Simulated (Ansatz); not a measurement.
CH4 on the (111) surface of Ti, space group Fm-3m (No. 225) (top face towards +c; held atoms: 1, 2, 3, 4), one molecule per 28.2 Å². Starting structure (flat, lowest atom H over a bridge Ti-Ti site; the molecule's atoms stand last):

```xyz
17
Lattice="5.7103 0.0000 0.0000 -2.8551 4.9452 0.0000 0.0000 0.0000 24.4671" Properties=species:S:1:pos:R:3 pbc="T T T"
Ti    1.4276    0.8242    8.0000
Ti    0.0000    3.2968    8.0000
Ti    4.2827    0.8242    8.0000
Ti    2.8551    3.2968    8.0000
Ti    2.8551    1.6484   10.2468
Ti    1.4276    4.1210   10.2468
Ti    0.0000    1.6484   10.2468
Ti   -1.4276    4.1210   10.2468
Ti   -1.4276    2.4726   12.4890
Ti    0.0000    0.0000   12.4890
Ti    1.4276    2.4726   12.4890
Ti    2.8551    0.0000   12.4890
C     0.1664    3.0065   15.4072
H     1.2238    3.3366   15.4678
H    -0.0575    2.3253   16.2537
H    -0.5008    3.8913   15.4582
H     0.0000    2.4726   14.4490
```

These are results of Ansatz 0.2.0, DFT PBE+D3(BJ), scalar-relativistic, plane waves, PAW, not measurements. Plane waves to 420 eV, a k mesh through Γ of 4×4×1 on the computed 17-atom cell and Gaussian smearing (0.10 eV); no spin polarisation. The cell repeats along c with a dipole correction in the vacuum.

E_ads is per molecule, from the clean relaxed slab and the free relaxed molecule; negative means bound; no zero-point or thermal terms, forces under 0.04 eV/Å, and the free molecule is spin-polarised where open-shell. Heights count from the highest slab atom.

Question: How strongly does it adsorb?

Answer: -0.31 eV.

Question: Does the molecule survive, and how close does it come to the surface?

Answer: It stays whole. Its lowest atom lies 2.01 Å over the highest slab atom; shortest contacts H–Ti 2.21 Å, H–Ti 2.22 Å, C–Ti 2.60 Å.

Question: How do the dipole along +c and the top face's work function change?

Answer: The dipole changes by +0.239 e·Å a cell, the work function by -1.58 eV.

Each end is the local minimum that its start leads to.

The reference crystal is the fcc form of Ti, which isn't its usual structure.